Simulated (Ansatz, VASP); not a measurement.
# AlFe: VASP beside Ansatz

Contents of INCAR:

```
ALGO     = Normal         # electronic algorithm
EDIFF    = 1E-6           # SCF threshold, eV
ENCUT    = 520            # plane-wave cutoff, eV
GGA      = PE             # functional
ISIF     = 2              # what is computed and relaxed
ISMEAR   = 0              # smearing method
ISPIN    = 2              # spin polarisation
LASPH    = True           # aspherical terms in the spheres
LCHARG   = False          # write CHGCAR
LMAXMIX  = 4              # l up to which the mixer works
LORBIT   = 11             # projections on sites
LREAL    = False          # projectors in reciprocal space
LWAVE    = False          # write WAVECAR
MAGMOM   = 0 0.77         # initial moments
NBANDS   = 16             # bands
NELM     = 150            # most SCF steps
PREC     = Accurate       # precision mode
SIGMA    = 0.1            # smearing width, eV
```

Contents of KPOINTS:

```
k-points
0
Gamma
  14 14 14
```

File POSCAR:

```
AlFe
1.0
    2.8743308702      0.0000000000      0.0000000000
    0.0000000000      2.8743308702      0.0000000000
    0.0000000000      0.0000000000      2.8743308702
Al Fe
1 1
Direct
    0.0000000000      0.0000000000      0.0000000000
    0.5000000000      0.5000000000      0.5000000000
```

Input for Ansatz:

```yaml
crystal:
  lattice:
    - [2.8743309089, 0.0, 0.0]
    - [0.0, 2.8743309089, 0.0]
    - [0.0, 0.0, 2.8743309089]
  atoms:
    - { symbol: Al, position: [0.0, 0.0, 0.0] }
    - { symbol: Fe, position: [0.5, 0.5, 0.5], spin: 0.77 }
basis:
  ecutwfc: 420
kpoints:
  mp_grid: { grid: [14, 14, 14] }
  band_path:
    path:
      - [[0.0, 0.0, 0.0], [0.0, 0.5, 0.0], [0.5, 0.5, 0.0], [0.0, 0.0, 0.0], [0.5, 0.5, 0.5], [0.0, 0.5, 0.0]]
      - [[0.5, 0.5, 0.5], [0.5, 0.5, 0.0]]
    npoints: 14
hamiltonian:
  xc: pbe
scf:
  occupations: { method: gaussian, width: 0.1 }
  n_extra_bands: 6
output:
  forces: true
  stress: true
  eigenvalues: true
  populations: true
  dos: { projected: true, de: 0.02, nscf_kmesh: { grid: [21, 21, 21] } }
  bader: true
magnetization:
  spin_polarized: true
checkpoint:
  read: start.run
  write: ck
  compress: false
  write_wavefunctions: false
  write_every: 100000
```

Alike in both runs: task single point; functional PBE; k mesh 14 × 14 × 14; occupations gaussian, width 0.1 eV; collinear spin.

|  | VASP | Ansatz |
| --- | --- | --- |
| version | VASP 6.6.1 | Ansatz 0.2.0 |
| potentials or method | VASP PAW PBE potentials, release 64 (Al, Fe) | scalar-relativistic, plane waves, PAW |
| plane-wave cutoff (eV) | 520 | 420 |
| valence electrons in the cell | 11 | 19 |

VASP gave:

```
gap on the k mesh at the Fermi level (eV)                     : none
pressure (GPa)                                                : 0.0
net moment per atom (μB)                                      : 0.33
size of the moment on the site where the two differ most (μB) : 0.71
```

Q: What did Ansatz give for the same quantities?

A: gap on the k mesh at the Fermi level (eV): none; pressure (GPa): 0.0; net moment per atom (μB): 0.34; size of the moment on the site where the two differ most (μB): 0.70.

Site moments also hang on the region over which each program counts them. A gap of «none» marks a metal or a gap that the smearing closes. The two sets of potentials don't hold the same shells in valence. Ansatz warned: «stability_check_not_made».
